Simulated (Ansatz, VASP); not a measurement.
**LiH in VASP and in Ansatz**

File INCAR:

```
ALGO = Normal ; EDIFF = 1E-7
EDIFFG = -0.001 ; ENCUT = 600
GGA = PS ; IBRION = 2
ISIF = 3 ; ISMEAR = 0
LASPH = True ; LCHARG = False
LREAL = False ; LWAVE = False
NELM = 80 ; NSW = 80
PREC = Accurate ; SIGMA = 0.01
```

KPOINTS

```
k-points
0
Gamma
  10 10 10
```

The input POSCAR:

```
LiH
1.0
    0.0000000000      1.9903858594      1.9903858594
    1.9903858594      0.0000000000      1.9903858594
    1.9903858594      1.9903858594      0.0000000000
Li H
1 1
Direct
    0.0000000000      0.0000000000      0.0000000000
    0.5000000000      0.5000000000      0.5000000000
```

Input for Ansatz:

```yaml
crystal:
  lattice:
    - [0.0, 1.9903858594, 1.9903858594]
    - [1.9903858594, 0.0, 1.9903858594]
    - [1.9903858594, 1.9903858594, 0.0]
  atoms:
    - { symbol: Li, position: [0.0, 0.0, 0.0] }
    - { symbol: H, position: [0.5, 0.5, 0.5] }
basis:
  ecutwfc: 420
kpoints:
  mp_grid: { grid: [10, 10, 10] }
hamiltonian:
  xc: pbesol
scf:
  occupations: { method: fixed }
output:
  forces: true
  stress: true
  eigenvalues: true
  write_density: true
  write_potential: true
  elf: true
  volumetric_format: npy
relax:
  adjacent_minimum: "off"
  f_tol: 0.001
  max_steps: 60
  cell: { stress_tol: 0.01 }
```

Alike in both runs: task relaxation of cell and atoms; functional PBEsol; k mesh 10 × 10 × 10; no spin polarisation.

|  | VASP | Ansatz |
| --- | --- | --- |
| version | VASP 6.6.1 | Ansatz 0.2.0 |
| potentials or method | VASP PAW PBE potentials, release 64 (Li_sv, H) | scalar-relativistic, plane waves, PAW |
| plane-wave cutoff (eV) | 600 | 420 |
| occupations | gaussian, width 0.01 eV | fixed |
| valence electrons in the cell | 4 | 4 |

VASP gave:

- gap on the k mesh at the Fermi level, each at its own relaxed structure (eV): 2.72
- relaxed volume (Å³/atom): 7.85
- relaxed cell length with the largest relative difference (Å): 2.810

**Question.** What did Ansatz give for the same quantities?

**Answer.** gap on the k mesh at the Fermi level, each at its own relaxed structure (eV): 2.73; relaxed volume (Å³/atom): 7.88; relaxed cell length with the largest relative difference (Å): 2.814.

Caveats: the cutoff is under 1.25 times the usual one of these potentials, so pressure, stress and relaxed cells hold a basis-set (Pulay) error (VASP); the PAW data sets were made with another functional, which shifts forces and pressure a little (VASP). A k mesh can miss the band edges.
